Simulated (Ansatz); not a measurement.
# Gallium, omega (AlB2-type) under PBEsol: from relaxation to bulk modulus, part 2 of 2

The plan for gallium in the omega (AlB2-type) structure: relax it, solve it on a dense k-mesh, then scale the cell to 7 volumes from 88 to 112 % of the relaxed one and try a fit of the equation of state. Spin polarisation is left out. The k-meshes are 8×8×11 for the relaxation; 11×11×14 for the dense run; 9×9×12 for the volumes.

Ansatz 0.2.0; DFT, PBEsol, plane waves (420 eV) with PAW, scalar-relativistic.

**7. The cell scaled to 100 % of its volume**

Contents of input.yaml:

```yaml
crystal:
  lattice:
    - [4.6077831012, 0.0, 0.0]
    - [-2.3038915506, 3.9904572208, 0.0]
    - [0.0, 0.0, 2.9467625936]
  atoms:
    - { symbol: Ga, position: [1.0, 1.0, 0.0] }
    - { symbol: Ga, position: [0.3333333333, 0.6666666667, 0.5] }
    - { symbol: Ga, position: [0.6666666667, 0.3333333333, 0.5] }
hamiltonian:
  xc: pbesol
  pseudopotentials:
    kind: paw
    azcp:
      Ga: "pseudopotentials/Ga.paw.azcp"
basis:
  ecutwfc: 420
  fft_grid_basis: typed
kpoints:
  mp_grid: { grid: [9, 9, 12], shift: [0, 0, 0] }
magnetization:
  spin_polarized: false
scf:
  occupations: { method: fermi_dirac, width: 0.1 }
  lower_state_search: "off"
output:
  stress: true
```

Started as:

```bash
ansatz run input.yaml --threads 2 --pin off --max-ram 5120MiB --backend cpu --events-out ev --progress --plain --runs-dir out
```

The program printed, shortened:

```text
Warning: <dir> the record states the generating functional pbe (its physics header spells it `PBE`), which answers neither for hamiltonian.xc's functional nor for the pbesol family's — results may be inconsistent (PPs are generated against a specific XC)
Warning: RAYON_NUM_THREADS=2 ignored (pool sized by the plan → 2); use --threads N
[...]
Pseudopotentials: kind: paw
Pseudopotential: Ga, paw, valence charge 13, recommended cutoff 420 eV (normal), <dir>
Functional definition: PBEsol
[...]
Crystal: 3 atoms, lattice volume = 54.183 Å³
Basis set: ecut = 420 eV, 1047 PW (Γ)
Bands: 24, of which v1, the nominal top of the filled ones, is band 20 counted from 1 (19 counted from 0)
Symmetry: 24 space group operations
Space group: P6/mmm (ITA 191), of the structure as read, at distance tolerance 3.8e-5 Å
k-points: 84 of 972
[...]
SCF iter   1: F=—  HF=-11229.465257 eV  |F-HF|=—  |Δ(HF+E_count)|=         —  Δρ=1.73e-3  dr2=1.19e-3  ethr=1.77e-3  ⟨swp⟩=5.2  Hψ=8009  notcnv=0
[...]
SCF iter   6: F=-11229.463165 eV  HF=-11229.463165 eV  |F-HF|=1.05e-8  |Δ(HF+E_count)|=   1.01e-8  Δρ=1.45e-5  dr2=4.70e-8  ethr=2.56e-10  ⟨swp⟩=4.8  Hψ=7976  notcnv=0
[...]
SCF converged after 6 iterations
Free energy (F): -11229.463165 eV
[...]
E sigma→0 (E₀):  -11229.437485 eV
Entropy (-TS):   -0.051359 eV (-17.120 meV/atom)
Fermi energy:    10.132693 eV
[...]
--- Stress (GPa, compression-positive) ---
        0.303084       0.000000       0.000000
       -0.000000       0.303084       0.000000
        0.000000       0.000000      -0.343993
  P = ⅓ Tr σ = 0.0874 GPa (0.874 kbar)
```

It took 5.4 s on 2 threads of AMD EPYC 7R43 (Zen 3), shared host; peak memory 0.47 GiB.

**8. The cell scaled to 104 % of its volume**

Changes to input.yaml since step 7:

```diff
@@ -2,5 +2,5 @@
   lattice:
-    - [4.6077831012, 0.0, 0.0]
-    - [-2.3038915506, 3.9904572208, 0.0]
-    - [0.0, 0.0, 2.9467625936]
+    - [4.6684187798, 0.0, 0.0]
+    - [-2.3342093899, 4.0429692588, 0.0]
+    - [0.0, 0.0, 2.9855402325]
   atoms:
```

Started as:

```bash
ansatz run input.yaml --threads 2 --pin off --max-ram 5120MiB --backend cpu --events-out ev --progress --plain --runs-dir out
```

The program printed, shortened:

```text
Warning: <dir> the record states the generating functional pbe (its physics header spells it `PBE`), which answers neither for hamiltonian.xc's functional nor for the pbesol family's — results may be inconsistent (PPs are generated against a specific XC)
Warning: RAYON_NUM_THREADS=2 ignored (pool sized by the plan → 2); use --threads N
[...]
[... 3 set-up lines as earlier in the session ...]
[...]
Crystal: 3 atoms, lattice volume = 56.350 Å³
Basis set: ecut = 420 eV, 1107 PW (Γ)
Bands: 24, of which v1, the nominal top of the filled ones, is band 20 counted from 1 (19 counted from 0)
[... 2 set-up lines as earlier in the session ...]
k-points: 84 of 972
[...]
SCF iter   1: F=—  HF=-11229.451800 eV  |F-HF|=—  |Δ(HF+E_count)|=         —  Δρ=1.64e-3  dr2=1.19e-3  ethr=1.77e-3  ⟨swp⟩=5.2  Hψ=7875  notcnv=0
[...]
SCF iter   6: F=-11229.449891 eV  HF=-11229.449891 eV  |F-HF|=1.37e-8  |Δ(HF+E_count)|=   1.33e-7  Δρ=1.40e-5  dr2=4.20e-8  ethr=2.56e-10  ⟨swp⟩=4.8  Hψ=7868  notcnv=0
[...]
SCF converged after 6 iterations
Free energy (F): -11229.449891 eV
[...]
E sigma→0 (E₀):  -11229.423830 eV
Entropy (-TS):   -0.052122 eV (-17.374 meV/atom)
Fermi energy:    9.593268 eV
[...]
--- Stress (GPa, compression-positive) ---
       -1.832561       0.000000       0.000000
        0.000000      -1.832561       0.000000
        0.000000       0.000000      -2.243734
  P = ⅓ Tr σ = -1.9696 GPa (-19.696 kbar)
```

Wall time 5.6 s (2 threads of AMD EPYC 7R43 (Zen 3), shared host); peak memory 0.47 GiB.

**9. The cell scaled to 108 % of its volume**

Changes to input.yaml since step 8:

```diff
@@ -2,5 +2,5 @@
   lattice:
-    - [4.6684187798, 0.0, 0.0]
-    - [-2.3342093899, 4.0429692588, 0.0]
-    - [0.0, 0.0, 2.9855402325]
+    - [4.7275189624, 0.0, 0.0]
+    - [-2.3637594812, 4.0941515183, 0.0]
+    - [0.0, 0.0, 3.0233358933]
   atoms:
```

Started as:

```bash
ansatz run input.yaml --threads 2 --pin off --max-ram 5120MiB --backend cpu --events-out ev --progress --plain --runs-dir out
```

The program printed, shortened:

```text
Warning: <dir> the record states the generating functional pbe (its physics header spells it `PBE`), which answers neither for hamiltonian.xc's functional nor for the pbesol family's — results may be inconsistent (PPs are generated against a specific XC)
Warning: RAYON_NUM_THREADS=2 ignored (pool sized by the plan → 2); use --threads N
[...]
[... 3 set-up lines as earlier in the session ...]
[...]
Crystal: 3 atoms, lattice volume = 58.517 Å³
Basis set: ecut = 420 eV, 1133 PW (Γ)
Bands: 24, of which v1, the nominal top of the filled ones, is band 20 counted from 1 (19 counted from 0)
[... 2 set-up lines as earlier in the session ...]
k-points: 84 of 972
[...]
SCF iter   1: F=—  HF=-11229.413764 eV  |F-HF|=—  |Δ(HF+E_count)|=         —  Δρ=1.78e-3  dr2=1.53e-3  ethr=1.77e-3  ⟨swp⟩=5.2  Hψ=7849  notcnv=0
[...]
SCF iter   6: F=-11229.411819 eV  HF=-11229.411819 eV  |F-HF|=2.25e-8  |Δ(HF+E_count)|=   1.54e-7  Δρ=1.12e-5  dr2=2.47e-8  ethr=2.56e-10  ⟨swp⟩=4.0  Hψ=7276  notcnv=0
[...]
SCF converged after 6 iterations
Free energy (F): -11229.411819 eV
[...]
E sigma→0 (E₀):  -11229.385561 eV
Entropy (-TS):   -0.052517 eV (-17.506 meV/atom)
Fermi energy:    9.094952 eV
[...]
--- Stress (GPa, compression-positive) ---
       -3.508935       0.000000       0.000000
        0.000000      -3.508935       0.000000
        0.000000       0.000000      -3.767369
  P = ⅓ Tr σ = -3.5951 GPa (-35.951 kbar)
```

It took 5 s on 2 threads of AMD EPYC 7R43 (Zen 3), shared host; peak memory 0.48 GiB.

**10. The cell scaled to 112 % of its volume**

Changes to input.yaml since step 9:

```diff
@@ -2,5 +2,5 @@
   lattice:
-    - [4.7275189624, 0.0, 0.0]
-    - [-2.3637594812, 4.0941515183, 0.0]
-    - [0.0, 0.0, 3.0233358933]
+    - [4.7851773152, 0.0, 0.0]
+    - [-2.3925886576, 4.1440851165, 0.0]
+    - [0.0, 0.0, 3.0602094773]
   atoms:
@@ -27 +27,5 @@
   stress: true
+  write_density: true
+  write_potential: true
+  elf: true
+  volumetric_format: npy
```

Started as:

```bash
ansatz run input.yaml --threads 2 --pin off --max-ram 5120MiB --backend cpu --events-out ev --progress --plain --runs-dir out
```

The program printed, shortened:

```text
Warning: <dir> the record states the generating functional pbe (its physics header spells it `PBE`), which answers neither for hamiltonian.xc's functional nor for the pbesol family's — results may be inconsistent (PPs are generated against a specific XC)
Warning: RAYON_NUM_THREADS=2 ignored (pool sized by the plan → 2); use --threads N
[...]
[... 3 set-up lines as earlier in the session ...]
[...]
Crystal: 3 atoms, lattice volume = 60.685 Å³
Basis set: ecut = 420 eV, 1169 PW (Γ)
Bands: 24, of which v1, the nominal top of the filled ones, is band 20 counted from 1 (19 counted from 0)
[... 2 set-up lines as earlier in the session ...]
k-points: 84 of 972
[...]
SCF iter   1: F=—  HF=-11229.356239 eV  |F-HF|=—  |Δ(HF+E_count)|=         —  Δρ=1.75e-3  dr2=1.61e-3  ethr=1.77e-3  ⟨swp⟩=5.2  Hψ=7802  notcnv=0
[...]
SCF iter   6: F=-11229.354192 eV  HF=-11229.354192 eV  |F-HF|=1.56e-8  |Δ(HF+E_count)|=   1.67e-7  Δρ=1.10e-5  dr2=2.59e-8  ethr=2.56e-10  ⟨swp⟩=8.5  Hψ=13685  notcnv=0
[...]
SCF converged after 6 iterations
Free energy (F): -11229.354192 eV
[...]
E sigma→0 (E₀):  -11229.327703 eV
Entropy (-TS):   -0.052978 eV (-17.659 meV/atom)
Fermi energy:    8.633212 eV
[...]
--- Stress (GPa, compression-positive) ---
       -4.820761      -0.000000       0.000000
       -0.000000      -4.820761       0.000000
        0.000000       0.000000      -4.977305
  P = ⅓ Tr σ = -4.8729 GPa (-48.729 kbar)
--- Band table (eV; the first three rows and the last of 84) ---
  k-point 0: bands = ["-6.2984", "-6.1532", "-6.1532", "-6.1332", "-6.1251", "-6.0977", "-6.0977", "-6.0704", "-6.0704", "-6.0691", "-6.0691", "-6.0686", "-6.0686", "-5.9551", "-5.9551", "-1.8879", "5.8982", "6.1772", "7.6112", "7.6112", "7.8107", "7.8107", "13.3859", "16.7925"]
[...]
```

Wall time 7.3 s (2 threads of AMD EPYC 7R43 (Zen 3), shared host); peak memory 0.49 GiB.

**11. The equation of state**

All volumes keep the relaxed shape and fractional coordinates.

| V (Å³/atom) | E − E₀ (meV/atom) | P from the stress (GPa) | P from the fit (GPa) |
| --- | --- | --- | --- |
| 15.894 | 60.5 | 10.25 | 10.10 |
| 16.616 | 24.8 | 6.01 | 5.92 |
| 17.338 | 5.8 | 2.69 | 2.63 |
| 18.061 | 0.0 | 0.09 | 0.04 |
| 18.783 | 4.6 | -1.97 | -2.00 |
| 19.506 | 17.3 | -3.60 | -3.61 |
| 20.228 | 36.6 | -4.87 | -4.87 |

A third-order Birch-Murnaghan fit gives V₀ = 18.075 Å³/atom, B₀ = 57 GPa and B₀′ = 4.9; it misses no point by more than 0.04 meV/atom.

The fit is made to E(σ → 0), while the stress belongs to the free energy F; that is one source of the offset between the two pressures.

**12. What came out**

The summary covers parts 1 to 2.

| quantity | value |
| --- | --- |
| space group (spins left aside) | P6/mmm (No. 191) |
| conventional cell | a = 4.608 Å, c = 2.947 Å (c/a = 0.640) |
| volume | 18.061 Å³/atom |
| shortest distance | 2.660 Å |
| gap on the mesh | none (levels filled in part) |
| relative to alpha-Ga (Cmce) | +47 meV/atom |
| highest ELF outside the cores | 0.47, 1.33 Å from the nearest atom |
| V₀, B₀, B₀′ | 18.075 Å³/atom, 57 GPa, 4.9 |

What this shows: From the guessed start the volume shrank by 7.8 % in 8 steps. It lies 47 meV/atom above the element's reference form at the same level (alpha-Ga (Cmce), from a run of its own). No gap shows: it is a metal or semimetal at this level. B₀ comes out at 57 GPa; letting shape and positions relax at each volume could only lower it. The symmetry was held, so the structure may be unstable against distortions that break it.
